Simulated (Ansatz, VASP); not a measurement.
# One calculation of SiC, two programs

Contents of INCAR:

```
SYSTEM = SiC
  ALGO = Normal
  EDIFF = 1E-7
  ENCUT = 520
  GGA = PE
  ISIF = 2
  ISMEAR = -1
  LASPH = .TRUE.
  LCHARG = .FALSE.
  LREAL = .FALSE.
  LWAVE = .FALSE.
  NBANDS = 11
  NELM = 100
  PREC = Accurate
  SIGMA = 0.05
```

Contents of KPOINTS:

```
k-points
0
G
  17 17 17
  0 0 0
```

The input POSCAR:

```
SiC
1.0
    0.0000000000      1.7477369139      1.7477369139
    1.7477369139      0.0000000000      1.7477369139
    1.7477369139      1.7477369139      0.0000000000
Si C
1 1
Direct
    0.0000000000      0.0000000000      0.0000000000
    0.5000000000      0.5000000000      0.5000000000
```

Input for Ansatz:

```yaml
crystal:
  lattice:
    - [0.0, 1.7477369139, 1.7477369139]
    - [1.7477369139, 0.0, 1.7477369139]
    - [1.7477369139, 1.7477369139, 0.0]
  atoms:
    - { symbol: Si, position: [0.0, 0.0, 0.0] }
    - { symbol: C, position: [0.5, 0.5, 0.5] }
kpoints:
  mp_grid: { grid: [17, 17, 17] }
scf:
  occupations: { method: fermi_dirac, width: 0.05 }
hamiltonian:
  xc: pbe
  pseudopotentials: { kind: paw }
output:
  forces: true
  stress: true
  eigenvalues: true
  populations: true
```

Change from the starting cell: volume scaled by 0.64, PAW files.

Alike in both runs: task single point; functional PBE; k mesh 17 × 17 × 17; occupations fermi-dirac, width 0.05 eV; no spin polarisation.

```csv
,VASP,Ansatz
version,VASP 6.6.1,Ansatz 0.2.0
potentials or method,"VASP PAW PBE potentials, release 64 (Si, C)","PAW with Ansatz's default frozen-core files, scalar-relativistic"
plane-wave cutoff (eV),520,420
valence electrons in the cell,8,8
```

Ansatz gave:

- pressure (GPa): 281.2

Problem. Estimate VASP's values.

Solution. Pressure (GPa): 280.7.

With one functional, cell and mesh, what is left measures potentials, basis and numerics.

Caveats: the cell as given lies far from equilibrium; so large a pressure means that the cell lies far from this level's equilibrium, or that cutoff or potentials fall short (VASP); an odd mesh through Γ misses points on the zone boundary, where band edges often lie.
